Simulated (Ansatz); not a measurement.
**Ionic part of the dielectric constant of BP at -1 GPa, mode by mode**

The calculation used DFT PBE, scalar-relativistic, plane waves, PAW in Ansatz. Settings: 420 eV plane-wave cutoff, Γ-centred 10×10×10 mesh, fixed occupations. No spin polarisation. Phonons by linear response, acoustic sum rule imposed.

Symmetry: F-43m, No. 216, cubic system. The conventional cell has a = 4.558 Å, b = 4.558 Å, c = 4.558 Å, α = 90.00°, β = 90.00°, γ = 90.00°. B (site symmetry -43m) has 4 P at 1.97 Å as nearest neighbours. Around P (site symmetry -43m) lie 4 B at 1.97 Å.

The primitive cell has V = 23.67 Å³ and ε∞,yy = 9.161. Each polar mode adds Δε = (4.92064×10⁷/V)·S/ν² along y, with S its oscillator strength in e²/amu, ν in cm⁻¹ and V in Å³.

Problem. From these modes, find each Δε and ε0,yy.
| ν (cm⁻¹) | S_yy (e²/amu) |
| --- | --- |
| 794.6 | 0.02777 |

Solution.
```tsv
ν (cm⁻¹)	Δε
794.6	0.09
```

The sum is 0.091, so ε0,yy = 9.25; the run's tensor has 9.25.

Problem. Where do the longitudinal modes lie for a wave vector along y?

Solution. At 799 cm⁻¹. The Lyddane–Sachs–Teller product Π(ν_LO/ν_TO)² = 1.01 matches ε0/ε∞ = 1.01.

Cost: 1 run of about 0.42 core-minutes, on Arm Neoverse V2 (shared hosts).

Static screening in BP is almost entirely electronic: the lattice adds only 0.091 to an ε∞ of 9.161. Boron and phosphorus have similar electronegativities, so the bond is strongly covalent and moving the two sublattices against each other creates little dipole, as the small oscillator strength shows. The stiff, short bonds also limit how far a static field can displace the ions. The light boron atom helps raise the phonon frequency but isn't itself a reason for the weak ionic response, because the mass cancels between the oscillator strength and the squared frequency, leaving effective charge and force constant.

The same weak polarity, further screened by the large electronic permittivity, keeps the longitudinal mode at 799 cm⁻¹, barely above the transverse one at 794.6 cm⁻¹. This suggests weak polar-optical (Fröhlich) coupling for carriers. Cubic symmetry makes the result for y valid for every field direction. The absolute permittivity is probably somewhat too high, since semilocal functionals tend to underestimate gaps and overestimate electronic polarisability, but the dominance of the electronic part shouldn't depend on that.
